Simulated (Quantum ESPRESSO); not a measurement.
A run of Quantum ESPRESSO 7.5 is set up as follows.

pw.in

```
&CONTROL
  calculation = 'scf'
  prefix = 'pwscf'
  outdir = './tmp'
  pseudo_dir = './pseudo'
  tprnfor = .true.
  tstress = .true.
  disk_io = 'low'
/
&SYSTEM
  ibrav = 0
  nat = 2
  ntyp = 2
  ecutwfc = 56
  ecutrho = 448
  nbnd = 20
  input_dft = 'blyp'
  occupations = 'smearing'
  smearing = 'fd'
  degauss = 0.00367493
/
&ELECTRONS
  conv_thr = 4d-10
  electron_maxstep = 120
  mixing_beta = 0.5
/
ATOMIC_SPECIES
I    126.9045 i_pbe_v1.uspp.F.UPF
Cu    63.5460 cu_pbe_v1.2.uspp.F.UPF
CELL_PARAMETERS angstrom
   0.0000000000    3.0315000000    3.0315000000
   3.0315000000    0.0000000000    3.0315000000
   3.0315000000    3.0315000000    0.0000000000
ATOMIC_POSITIONS crystal
I      0.0000000000    0.0000000000    0.0000000000
Cu     0.7500000000    0.7500000000    0.7500000000
K_POINTS automatic
6 6 6 1 1 1
```

Contents of gamma.in:

```
&CONTROL
  calculation = 'bands'
  prefix = 'pwscf'
  outdir = './tmp'
  pseudo_dir = './pseudo'
  disk_io = 'low'
  verbosity = 'high'
/
&SYSTEM
  ibrav = 0
  nat = 2
  ntyp = 2
  ecutwfc = 56
  ecutrho = 448
  nbnd = 20
  input_dft = 'blyp'
  occupations = 'smearing'
  smearing = 'fd'
  degauss = 0.00367493
/
&ELECTRONS
  conv_thr = 1d-08
  electron_maxstep = 120
  mixing_beta = 0.5
  diago_full_acc = .true.
  startingwfc = 'random'
/
ATOMIC_SPECIES
I    126.9045 i_pbe_v1.uspp.F.UPF
Cu    63.5460 cu_pbe_v1.2.uspp.F.UPF
CELL_PARAMETERS angstrom
   0.0000000000    3.0315000000    3.0315000000
   3.0315000000    0.0000000000    3.0315000000
   3.0315000000    3.0315000000    0.0000000000
ATOMIC_POSITIONS crystal
I      0.0000000000    0.0000000000    0.0000000000
Cu     0.7500000000    0.7500000000    0.7500000000
K_POINTS crystal
1
0.0 0.0 0.0 1
```

Contents of scf2.in:

```
&CONTROL
  calculation = 'scf'
  prefix = 'pwscf'
  outdir = './tmp'
  pseudo_dir = './pseudo'
  tprnfor = .true.
  tstress = .true.
  disk_io = 'low'
/
&SYSTEM
  ibrav = 0
  nat = 2
  ntyp = 2
  ecutwfc = 56
  ecutrho = 448
  nbnd = 20
  input_dft = 'blyp'
  occupations = 'fixed'
/
&ELECTRONS
  conv_thr = 1d-13
  electron_maxstep = 120
  mixing_beta = 0.5
  startingpot = 'file'
/
ATOMIC_SPECIES
I    126.9045 i_pbe_v1.uspp.F.UPF
Cu    63.5460 cu_pbe_v1.2.uspp.F.UPF
CELL_PARAMETERS angstrom
   0.0000000000    3.0315000000    3.0315000000
   3.0315000000    0.0000000000    3.0315000000
   3.0315000000    3.0315000000    0.0000000000
ATOMIC_POSITIONS crystal
I      0.0000000000    0.0000000000    0.0000000000
Cu     0.7500000000    0.7500000000    0.7500000000
K_POINTS automatic
6 6 6 1 1 1
```

Contents of ph.in:

```
dielectric of CuI
&INPUTPH
  prefix = 'pwscf'
  outdir = './tmp'
  tr2_ph = 1d-18
  fildyn = 'dyn'
  niter_ph = 90
  alpha_mix(1) = 0.7
  epsil = .true.
  trans = .false.
  zeu = .true.
/
0.0000000000 0.0000000000 0.0000000000
```

Potentials or basis: GBRV 1.5 PBE.

Command:

```sh
$ OMP_NUM_THREADS=1 pw.x -in pw.in > pw.out
$ OMP_NUM_THREADS=1 pw.x -in gamma.in > gamma.out
$ OMP_NUM_THREADS=1 pw.x -in scf2.in > scf2.out
$ OMP_NUM_THREADS=1 ph.x -in ph.in > ph.out
```

What does it give for the electronic dielectric tensor (diagonal)?

6.23.

Predict the Born charges (mean of the diagonal).

I -1.13; Cu +1.11 e.

Predict the pressure.

3.4 GPa.

Born effective charge tensors (e):
atom 1, I
```
-1.13  0.00  0.00
 0.00 -1.13  0.00
 0.00  0.00 -1.13
```
atom 2, Cu
```
1.11 0.00 0.00
0.00 1.11 0.00
0.00 0.00 1.11
```

Caveat: the potentials were made for another functional, which shifts forces and pressure; the cell is more than 3 GPa from zero pressure, which shifts response properties. The run has no spin-orbit coupling, so splittings on I are missing.

**The experiment to reproduce.**

A printed reference work, data compilation reports, for a bulk crystal of CuI: high-frequency dielectric constant 4.84.

A measured high-frequency dielectric constant of CuI is 4.84 (a printed reference work, data compilation); the calculated 6.23 misses it by +28.8 %.
